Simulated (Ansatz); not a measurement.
**Si: a sweep of the PAW cutoff**

An exercise on one series of results from a longer session: the logs are not shown, and one member is left open.

Method: DFT, PBE, PAW with Ansatz's default frozen-core files, scalar-relativistic, in Ansatz 0.2.0.

## The structure to begin with

It takes space group Imma (No. 74, orthorhombic). The conventional cell has a = 4.502 Å, b = 4.737 Å, c = 2.550 Å, α = 90.00°, β = 90.00°, γ = 90.00°. Si (site symmetry mm2) has 8 Si at 2.39 to 2.74 Å in its first shell of neighbours.

As a file:

```
CELL_PARAMETERS angstrom
-2.25100 2.36850 1.27500
2.25100 -2.36850 1.27500
2.25100 2.36850 -1.27500
ATOMIC_POSITIONS crystal
Si 0.80700 0.55700 0.25000
Si 0.19300 0.44300 0.75000
```

The cell comes from a crystallographic database entry that wasn't checked; take it as a given geometry, which may be far from equilibrium.

Atoms are numbered in the order of the input: Si1, Si2.

Set-up of the first run:

input.yaml

```yaml
crystal:
  lattice:
    - [-2.251, 2.3685, 1.275]
    - [2.251, -2.3685, 1.275]
    - [2.251, 2.3685, -1.275]
  atoms:
    - { symbol: Si, position: [0.807, 0.557, 0.25] }
    - { symbol: Si, position: [0.193, 0.443, 0.75] }
kpoints:
  mp_grid: { grid: [16, 16, 16] }
scf:
  occupations: { method: fermi_dirac, width: 0.05 }
hamiltonian:
  xc: pbe
  pseudopotentials: { kind: paw }
output:
  forces: true
  stress: true
  eigenvalues: true
  efg: { contact_densities: true }
basis:
  ecutwfc: 200
```

Command:

```sh
$ ansatz run input.yaml --threads 1 --pin off --max-ram 2048MiB --backend cpu --events-out ev --progress --plain --runs-dir out
```

Among the steps run: With PAW files, cutoff 200 eV; With PAW files, cutoff 300 eV; With PAW files, cutoff 350 eV; With PAW files, cutoff 500 eV; With PAW files, cutoff 800 eV.

One of the session's tables, all rows but one given; the rest of the session is left out.

```
cutoff (eV)  pressure (GPa)  largest force (eV/Å)
        200           17.53                 0.023
        300           15.90                 0.005
        350               ?                     ?
        500           15.76                 0.003
        800           15.76                 0.003
```

Q: Estimate the row for cutoff (eV) = 350 from the others.

Worked estimate for «pressure (GPa)». A straight line through the neighbours (300, 15.90) and (500, 15.76) gives 15.90 + (15.76 − 15.90) × (350 − 300) / (500 − 300) = 15.87; a parabola fitted to 4 rows on both sides gives 16.09.

The run gave: pressure (GPa): 15.83; largest force (eV/Å): 0.005. In «pressure (GPa)» the line misses by +0.04 and the parabola by +0.26.

Energies are those extrapolated to zero smearing.

To keep in mind: Warnings in the runs' records: cutoff below recommended.
